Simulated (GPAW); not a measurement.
BP:

```
P B
1.0
     0.00000    2.26900    2.26900
     2.26900    0.00000    2.26900
     2.26900    2.26900    0.00000
P B
1 1
Direct
  0.25000 0.25000 0.25000
  0.00000 0.00000 0.00000
```

Base run:

```yaml
Program: GPAW 26.7.0
Functional: vdW-DF
Potentials_or_basis: GPAW PAW data sets (gpaw-data 1.2.1)
Cutoff: 800 eV
Basis: pw
k_mesh: 10 × 10 × 10
Occupations: fermi-dirac, width 0.05 eV
Spin: no spin polarisation
```

Its results: band gap on the k mesh 1.48 eV, indirect (least direct gap 3.52 eV).

**Question.** After a change of settings the same cell gave: band gap on the k mesh 1.42 eV, indirect (least direct gap 3.46 eV). Which change was it?
A. functional from vdW-DF to BEEF-vdW
B. functional from vdW-DF to vdW-DF2; band points from 80 to 100
C. functional from vdW-DF to mBEEF; band points from 80 to 100
D. functional from vdW-DF to revTPSS; band points from 80 to 100

**Answer.** A.

Not every run made on this cell is shown here.
